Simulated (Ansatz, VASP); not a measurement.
CaO in VASP and in Ansatz

Contents of INCAR:

```
SYSTEM = CaO
PREC = Accurate
ENCUT = 520
EDIFF = 1E-7
ISMEAR = 0
SIGMA = 0.05
LREAL = .FALSE.
LASPH = .TRUE.
NELM = 80
ALGO = Normal
ISIF = 2
LWAVE = .FALSE.
LCHARG = .FALSE.
GGA = CA
NBANDS = 15
```

Contents of KPOINTS:

```
Automatic mesh
0
G
  8 8 8
  0 0 0
```

POSCAR

```
CaO
1.0
    0.0000000000      2.4122650000      2.4122650000
    2.4122650000      0.0000000000      2.4122650000
    2.4122650000      2.4122650000      0.0000000000
Ca O
1 1
Direct
    0.0000000000      0.0000000000      0.0000000000
    0.5000000000      0.5000000000      0.5000000000
```

Input for Ansatz:

```yaml
crystal:
  lattice:
    - [0.0, 2.412265, 2.412265]
    - [2.412265, 0.0, 2.412265]
    - [2.412265, 2.412265, 0.0]
  atoms:
    - { symbol: Ca, position: [0.0, 0.0, 0.0] }
    - { symbol: O, position: [0.5, 0.5, 0.5] }
basis:
  ecutwfc: 420
kpoints:
  mp_grid: { grid: [8, 8, 8] }
hamiltonian:
  xc: lda
scf:
  occupations: { method: gaussian, width: 0.05 }
output:
  forces: true
  stress: true
  eigenvalues: true
```

Change from the starting cell: strain -0.015 along x and y, -0.015 along z, atoms carried along.

Alike in both runs: task single point; functional LDA; k mesh 8 × 8 × 8; occupations gaussian, width 0.05 eV; no spin polarisation.

|  | VASP | Ansatz |
| --- | --- | --- |
| version | VASP 6.6.1 | Ansatz 0.2.0 |
| potentials or method | VASP PAW LDA potentials, release 64 (Ca_sv, O) | scalar-relativistic, plane waves, PAW |
| plane-wave cutoff (eV) | 520 | 420 |
| valence electrons in the cell | 16 | 16 |

|  | VASP | Ansatz | Ansatz less VASP |
| --- | --- | --- | --- |
| gap on the k mesh at the Fermi level (eV) | 3.46 | 3.49 | +0.027 |
| least direct gap on the mesh (eV) | 3.84 | 3.87 | +0.026 |
| pressure (GPa) | -7.3 | -8.1 | -0.72 |

A k mesh can miss the band edges.
